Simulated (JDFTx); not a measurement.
# HgTe (Coloradoite) (F-43m) in JDFTx: band structure with PBEsol

Aim: the band structure of HgTe (Coloradoite) with PBEsol.

Program: JDFTx 1.7.0 (patched build). These are calculated values, not measurements. Logs are shortened: lines on timing, memory, paths and dates and some standing lists are left out, and cuts for length are marked. The log counts tension as positive stress, the text compression.

**1. The structure**

The structure is cubic, space group F-43m (No. 216). Conventional cell: a = 6.429 Å, b = 6.429 Å, c = 6.429 Å, α = 90.00°, β = 90.00°, γ = 90.00°. Hg (site symmetry -43m) has 4 Te at 2.78 Å as nearest neighbours. Te (site symmetry -43m) is surrounded by 4 Hg at 2.78 Å.

**2. Band structure, PBEsol**

The input, bands.in:

```
lattice \
    0.0000000000     3.2145000000     3.2145000000 \
    3.2145000000     0.0000000000     3.2145000000 \
    3.2145000000     3.2145000000     0.0000000000
latt-scale 1.889726124626 1.889726124626 1.889726124626
coords-type Lattice
ion Hg     0.0000000000     0.0000000000     0.0000000000 1
ion Te     0.7500000000     0.7500000000     0.7500000000 1

ion-species pseudo/Hg.upf
ion-species pseudo/Te.upf
elec-cutoff 40 320
elec-ex-corr gga-PBEsol
elec-smearing Fermi 0.0018374661
elec-n-bands 25
electronic-minimize nIterations 30 energyDiffThreshold 1e-06
davidson-band-ratio 1.3
forces-output-coords Cartesian
include path.kpoints
symmetries none
fix-electron-density run.$VAR

dump-name bands.$VAR
dump End Ecomponents EigStats BandEigs Kpoints Forces
```

The input, path.kpoints:

```
kpoint +0.0000000000 +0.0000000000 +0.0000000000 0.020000000000
kpoint +0.0714285714 +0.0000000000 +0.0714285714 0.020000000000
kpoint +0.1428571429 +0.0000000000 +0.1428571429 0.020000000000
kpoint +0.2142857143 +0.0000000000 +0.2142857143 0.020000000000
kpoint +0.2857142857 +0.0000000000 +0.2857142857 0.020000000000
kpoint +0.3571428571 +0.0000000000 +0.3571428571 0.020000000000
kpoint +0.4285714286 +0.0000000000 +0.4285714286 0.020000000000
kpoint +0.5000000000 +0.0000000000 +0.5000000000 0.020000000000
kpoint +0.5000000000 +0.0833333333 +0.5833333333 0.020000000000
kpoint +0.5000000000 +0.1666666667 +0.6666666667 0.020000000000
kpoint +0.5000000000 +0.2500000000 +0.7500000000 0.020000000000
kpoint +0.4375000000 +0.3125000000 +0.7500000000 0.020000000000
kpoint +0.3750000000 +0.3750000000 +0.7500000000 0.020000000000
kpoint +0.3281250000 +0.3281250000 +0.6562500000 0.020000000000
kpoint +0.2812500000 +0.2812500000 +0.5625000000 0.020000000000
kpoint +0.2343750000 +0.2343750000 +0.4687500000 0.020000000000
kpoint +0.1875000000 +0.1875000000 +0.3750000000 0.020000000000
kpoint +0.1406250000 +0.1406250000 +0.2812500000 0.020000000000
kpoint +0.0937500000 +0.0937500000 +0.1875000000 0.020000000000
kpoint +0.0468750000 +0.0468750000 +0.0937500000 0.020000000000
kpoint +0.0000000000 +0.0000000000 +0.0000000000 0.020000000000
kpoint +0.0833333333 +0.0833333333 +0.0833333333 0.020000000000
kpoint +0.1666666667 +0.1666666667 +0.1666666667 0.020000000000
kpoint +0.2500000000 +0.2500000000 +0.2500000000 0.020000000000
kpoint +0.3333333333 +0.3333333333 +0.3333333333 0.020000000000
kpoint +0.4166666667 +0.4166666667 +0.4166666667 0.020000000000
kpoint +0.5000000000 +0.5000000000 +0.5000000000 0.020000000000
kpoint +0.5250000000 +0.4500000000 +0.5250000000 0.020000000000
kpoint +0.5500000000 +0.4000000000 +0.5500000000 0.020000000000
kpoint +0.5750000000 +0.3500000000 +0.5750000000 0.020000000000
kpoint +0.6000000000 +0.3000000000 +0.6000000000 0.020000000000
kpoint +0.6250000000 +0.2500000000 +0.6250000000 0.020000000000
kpoint +0.5625000000 +0.2500000000 +0.6875000000 0.020000000000
kpoint +0.5000000000 +0.2500000000 +0.7500000000 0.020000000000
kpoint +0.5000000000 +0.2916666667 +0.7083333333 0.020000000000
kpoint +0.5000000000 +0.3333333333 +0.6666666667 0.020000000000
kpoint +0.5000000000 +0.3750000000 +0.6250000000 0.020000000000
kpoint +0.5000000000 +0.4166666667 +0.5833333333 0.020000000000
kpoint +0.5000000000 +0.4583333333 +0.5416666667 0.020000000000
kpoint +0.5000000000 +0.5000000000 +0.5000000000 0.020000000000
kpoint +0.4791666667 +0.4791666667 +0.5416666667 0.020000000000
kpoint +0.4583333333 +0.4583333333 +0.5833333333 0.020000000000
kpoint +0.4375000000 +0.4375000000 +0.6250000000 0.020000000000
kpoint +0.4166666667 +0.4166666667 +0.6666666667 0.020000000000
kpoint +0.3958333333 +0.3958333333 +0.7083333333 0.020000000000
kpoint +0.3750000000 +0.3750000000 +0.7500000000 0.020000000000
kpoint +0.6250000000 +0.2500000000 +0.6250000000 0.020000000000
kpoint +0.5833333333 +0.1666666667 +0.5833333333 0.020000000000
kpoint +0.5416666667 +0.0833333333 +0.5416666667 0.020000000000
kpoint +0.5000000000 +0.0000000000 +0.5000000000 0.020000000000
```

Potentials or basis: PseudoDojo-SR-PBEsol-0.4.1-standard with smoothed tails.

The run is started by

```sh
$ jdftx -c 1 -i bands.in -o bands.out
```

The log of the run:

```text
*************** JDFTx 1.7.0 (patched build) ***************

Input parsed successfully to the following command list (including defaults):
[... the input with its defaults ...]

---------- Initializing the Grid ----------
R =
[            0      6.07452      6.07452  ]
[      6.07452            0      6.07452  ]
[      6.07452      6.07452            0  ]
unit cell volume = 448.298
G =
[  -0.517175   0.517175   0.517175  ]
[   0.517175  -0.517175   0.517175  ]
[   0.517175   0.517175  -0.517175  ]
Minimum fftbox size, Smin = [  72  72  72  ]
Chosen fftbox size, S = [  72  72  72  ]

---------- Initializing tighter grid for wavefunction operations ----------
R =
[            0      6.07452      6.07452  ]
[      6.07452            0      6.07452  ]
[      6.07452      6.07452            0  ]
unit cell volume = 448.298
G =
[  -0.517175   0.517175   0.517175  ]
[   0.517175  -0.517175   0.517175  ]
[   0.517175   0.517175  -0.517175  ]
Minimum fftbox size, Smin = [  52  52  52  ]
Chosen fftbox size, S = [  54  54  54  ]

---------- Exchange Correlation functional ----------
Initalized PBEsol GGA exchange.
Initalized PBEsol GGA correlation.

---------- Setting up pseudopotentials ----------
Width of ionic core gaussian charges (only for fluid interactions / plotting) set to 0

Reading pseudopotential file 'pseudo/Hg.upf':
  'Hg' pseudopotential, 'PBESOL' functional
  Generated using ONCVPSP code by D. R. Hamann
  20 valence electrons, 4 orbitals, 7 projectors, 1001 radial grid points, with lMax = 3
    5S    l: 0   occupation:  2.0   eigenvalue: -4.345523
    5P    l: 1   occupation:  6.0   eigenvalue: -2.445050
    5D    l: 2   occupation: 10.0   eigenvalue: -0.363070
    6S    l: 0   occupation:  2.0   eigenvalue: -0.252345
  Core radius for overlap checks: 1.57 bohrs.

Reading pseudopotential file 'pseudo/Te.upf':
  'Te' pseudopotential, 'PBESOL' functional
  Generated using ONCVPSP code by D. R. Hamann
  16 valence electrons, 3 orbitals, 6 projectors, 1001 radial grid points, with lMax = 2
    4D    l: 2   occupation: 10.0   eigenvalue: -1.528329
    5S    l: 0   occupation:  2.0   eigenvalue: -0.556831
    5P    l: 1   occupation:  4.0   eigenvalue: -0.219319
  Core radius for overlap checks: 2.04 bohrs.

Initialized 2 species with 2 total atoms.

Folded 50 k-points by 1x1x1 to 50 k-points.

---------- Setting up k-points, bands, fillings ----------
No reducable k-points.
Computing the number of bands and number of electrons
Calculating initial fillings.
nElectrons:  36.000000   nBands: 25   nStates: 50

----- Setting up reduced wavefunction bases (one per k-point) -----
average nbasis = 5422.740 , ideal nbasis = 5416.901

---------- Setting up ewald sum ----------
Optimum gaussian width for ewald sums = 2.758944 bohr.
Real space sum over 1331 unit cells with max indices [  5  5  5  ]
Reciprocal space sum over 2197 terms with max indices [  6  6  6  ]

---------- Allocating electronic variables ----------
Reading n from file 'run.n' ... done
Initializing wave functions:  linear combination of atomic orbitals
Note: number of bands (25) exceeds available atomic orbitals (19)

----------- Band structure minimization -------------
Minimization will be done independently for each quantum number.

---- Minimization of quantum number:     0  [ +0.0000000 +0.0000000 +0.0000000 ]  0.040000000 ----
BandDavidson: Iter:   0  Eband: -0.360943564005041
BandDavidson: Iter:   1  Eband: -0.397602370870572  dEband: -3.665881e-02
BandDavidson: Iter:   2  Eband: -0.403793177418736  dEband: -6.190807e-03
BandDavidson: Iter:   3  Eband: -0.404412762045623  dEband: -6.195846e-04
[... 641 lines of inner loops ...]
BandDavidson: Iter:   9  Eband: -0.394982003074605  dEband: -1.819633e-06
BandDavidson: Iter:  10  Eband: -0.394982760289922  dEband: -7.572153e-07
BandDavidson: Converged (dEband<1.000000e-06)
	FillingsUpdate:  mu: +0.332299273  nElectrons: 36.000000
WARNING: these k-points are no uniform mesh, so that mu and the fillings of partly filled bands are only those of these points: take mu from the calculation that made the density or potential.

Dumping 'bands.eigStats' ...
	eMin: -3.903316 at state 0 ( [ +0.000000 +0.000000 +0.000000 ] spin 0 )
	HOMO: +0.330519 at state 20 ( [ +0.000000 +0.000000 +0.000000 ] spin 0 )
	mu  : +0.332299
	LUMO: +0.346041 at state 19 ( [ +0.046875 +0.046875 +0.093750 ] spin 0 )
	eMax: +0.775092 at state 6 ( [ +0.428571 +0.000000 +0.428571 ] spin 0 )
	HOMO-LUMO gap: +0.015522
	Optical gap  : +0.016789 at state 19 ( [ +0.046875 +0.046875 +0.093750 ] spin 0 )
Done!
[note: mu, HOMO and LUMO in a band run belong to the points of the path alone and aren't those of the crystal]
```

Run time: 35 s. Hardware: 1 thread of AMD EPYC 9R45 (Zen 5), shared host; peak memory 0.21 GiB.

Results:

- Band gap along the path: none (metal or under the smearing width)

Levels at the corners of the path, in eV from the Fermi level:
```
point  band 16  band 17  band 18  band 19  band 20  band 21
    Γ    -0.81    -0.04    -0.04    -0.04     4.14     4.14
    X    -5.59    -2.40    -2.40     1.80     2.31     8.10
    W    -5.69    -2.82    -2.68     3.10     4.50     5.20
    K    -5.62    -3.07    -2.00     2.15     3.91     6.92
    Γ    -0.81    -0.04    -0.04    -0.04     4.14     4.14
    L    -5.67    -1.06    -1.06     0.60     4.96     4.96
    U    -5.62    -3.07    -2.00     2.15     3.91     6.92
    W    -5.69    -2.82    -2.68     3.10     4.50     5.20
    L    -5.67    -1.06    -1.06     0.60     4.96     4.96
    K    -5.62    -3.07    -2.00     2.15     3.91     6.92
    U    -5.62    -3.07    -2.00     2.15     3.91     6.92
    X    -5.59    -2.40    -2.40     1.80     2.31     8.10
```

Caveat: spin-orbit coupling is left out, which moves the levels of the heavy elements.
